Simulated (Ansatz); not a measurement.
# Cu interstitial in Cu

Theory: DFT PBE, scalar-relativistic, plane waves, PAW in Ansatz. Settings: 420 eV cutoff, 3×3×3 k-mesh, Gaussian smearing of 0.10 eV, no spin polarisation.

Host crystal, relaxed:

```cif
data_structure
_symmetry_space_group_name_H-M 'P 1'
_symmetry_Int_Tables_number 1
_cell_length_a 2.5667
_cell_length_b 2.5667
_cell_length_c 2.5667
_cell_angle_alpha 60.000
_cell_angle_beta 60.000
_cell_angle_gamma 60.000
_cell_volume 11.96
loop_
_atom_site_label
_atom_site_type_symbol
_atom_site_fract_x
_atom_site_fract_y
_atom_site_fract_z
_atom_site_occupancy
Cu1 Cu 0.00000 0.00000 0.00000 1
```

Supercell of 62 atoms, rows in host cell vectors: -2 3 -3; 3 -3 -2; -3 -2 3. Atoms relax at the host's cell from a start displaced at random by 0.06 Å near the defect, so other minima may exist. The cell is small, so energies carry finite-size errors of tenths of an eV. The host is a metal. Atoms are taken from and returned to the elements' standard states.

Defect: Cu interstitial set at (0.500, 0.500, 0.500) of the host cell. In charge 0 some atom moved by up to 1.1 Å, so the relaxed defect can differ in kind from the start. Before relaxation its nearest neighbours are 6 Cu at 1.81 Å.

```json
{"charge": "0", "E_f at the valence band top (eV)": "3.26", "moment (μB)": "0.00", "largest move (Å)": "1.07", "atoms near the site": "1 Cu at 2.14 Å, 4 Cu at 2.26 Å, 1 Cu at 2.53 Å, 1 Cu at 2.65 Å, 2 Cu at 2.67 Å, 1 Cu at 2.68 Å"}
```

Cost: 2 runs of about 7.4 core-hours in all, on Intel Xeon Platinum 8259CL (Skylake/Cascade Lake) (shared hosts).